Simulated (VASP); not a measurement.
## PtS2: atomic charges with PBEsol

Crystal: PtS2.

```xyz
3
Lattice="3.5432 0.0000 0.0000 -1.7716 3.0685 0.0000 0.0000 0.0000 5.0388" Properties=species:S:1:pos:R:3 pbc="T T T"
Pt    0.0000    0.0000    0.0000
S     1.7716    1.0228    3.8950
S     0.0000    2.0457    1.1438
```

| Item | Value |
| --- | --- |
| Program | VASP 6.6.1 |
| Task | atomic charges |
| Functional | PBEsol |
| Potentials or basis | VASP PAW PBE potentials, release 64 (Pt, S) |
| Cutoff | 520 eV |
| k mesh | 9 × 9 × 5 |
| Occupations | gaussian, width 0.02 eV |
| Spin | no spin polarisation |
| Further INCAR settings | ALGO = Normal; EDIFF = 1e-06 |

| Property | Result |
| --- | --- |
| Pressure | 6.1 GPa |
| Largest force | 0.930 eV/Å |
| Band gap on the k mesh | 0.96 eV, indirect (least direct gap 1.00 eV) |
| Valence electrons inside the program's atomic spheres | Pt 9.63; S 3.64 |

Forces on the atoms (eV/Å):
```
Pt   0.000  0.000  0.000
S    0.000  0.000 -0.930
S    0.000  0.000  0.930
```

Stress tensor (GPa, compression positive):
```
6.30 0.00 0.00
0.00 6.30 0.00
0.00 0.00 5.70
```

Levels at points of the mesh, in eV from the valence-band top:
```csv
k point,band 8,band 9,band 10,band 11,band 12,band 13,band 14,band 15
"(0.00, 0.00, 0.00)",-1.82,-1.15,-1.15,-0.14,2.43,2.43,4.65,5.60
```

It took 33 s on 1 thread of Intel(R) Xeon(R) Platinum 8259CL CPU @ 2.50GHz (Skylake/Cascade Lake), with other jobs on the host, peak memory 0.2 GiB.

Caveat: the PAW data sets were made with another functional, which shifts forces and pressure a little; spin-orbit coupling is left out, which moves the levels of the heavy elements; an odd mesh through Γ misses points on the zone boundary, where band edges often lie. As with any semilocal functional, this PBEsol gap is likely too small.
